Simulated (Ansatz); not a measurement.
## In under changes of volume

One of the cells (26.686 Å³/atom); the others are scaled copies at fixed shape and fractional positions:

```
CELL_PARAMETERS angstrom
-1.88253 1.88253 1.88253
1.88253 -1.88253 1.88253
1.88253 1.88253 -1.88253
ATOMIC_POSITIONS crystal
In 0.00000 0.00000 0.00000
```

This isn't the form of In at room conditions, which is tetragonal.

```yaml
Program: Ansatz 0.2.0
Functional: PBE
Potentials_or_basis: all-electron LAPW, scalar-relativistic
Cutoff: 192 eV (chosen from the basis error)
Basis_error_allowed: 0.0005 eV/atom
k_mesh: 10 × 10 × 10
Occupations: fermi-dirac, width 0.05 eV
Spin: no spin polarisation
```

```csv
volume (Å³/atom),energy over the lowest point (meV/atom),pressure (GPa)
25.085,33.68,4.4
25.618,?,?
26.152,11.69,2.4
26.686,5.26,1.5
27.220,1.45,0.8
27.753,0.00,0.1
28.287,0.71,-0.6
```

**Question.** What does the run at 25.618 Å³/atom give?

**Answer.** Energy over the lowest point 21.02 meV/atom; pressure 3.3 GPa.

Worked out: A Birch-Murnaghan fit of order 3 (a polynomial in V^(-2/3)) to the other rows has its minimum at 27.84 Å³/atom with B0 = V·E''(V) = 33 GPa and B' = 4.5. It gives 21.07 meV/atom at 25.618 Å³/atom, against the run's 21.02, and -dE/dV = 3.3 GPa, against 3.3.

Energies are extrapolated to zero smearing.
